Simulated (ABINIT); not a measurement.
Ti, 1 atom in the cell. Symmetry: Im-3m, No. 229, cubic system. Conventional cell: a = 3.282 Å, b = 3.282 Å, c = 3.282 Å, α = 90.00°, β = 90.00°, γ = 90.00°. Ti (site symmetry m-3m) has 8 Ti at 2.84 Å as nearest neighbours. This isn't the form of Ti at room conditions, which is hcp.

- Program: ABINIT 10.8.3 (patched build)
- Task: equation of state
- Functional: PW91
- Dispersion: D3(BJ)
- Potentials or basis: JTH PAW PBE v2.0
- Cutoff: 408 eV
- k mesh: 11 × 11 × 11
- Occupations: fermi-dirac, width 0.05 eV
- Spin: no spin polarisation
- Dispersion computed by: simple-dftd3 1.7.0
- Fine-grid cutoff: 816.342 eV
- Exchange and correlation inside the PAW spheres: full angular mesh (pawxcdev 0, this build's default; the released program takes 1)

Potentials or basis: JTH PAW PBE v2.0.

The run is started by

```bash
$ python run.py
```

Hardware: 1 thread of Arm Neoverse V2 (shared host).

Problem. Estimate the wall time of this run.

Solution. Wall time 45 s on 1 thread of Arm Neoverse V2, on a shared host, peak memory 0.09 GiB. Counts: scf iterations 67, mpi ranks 1.
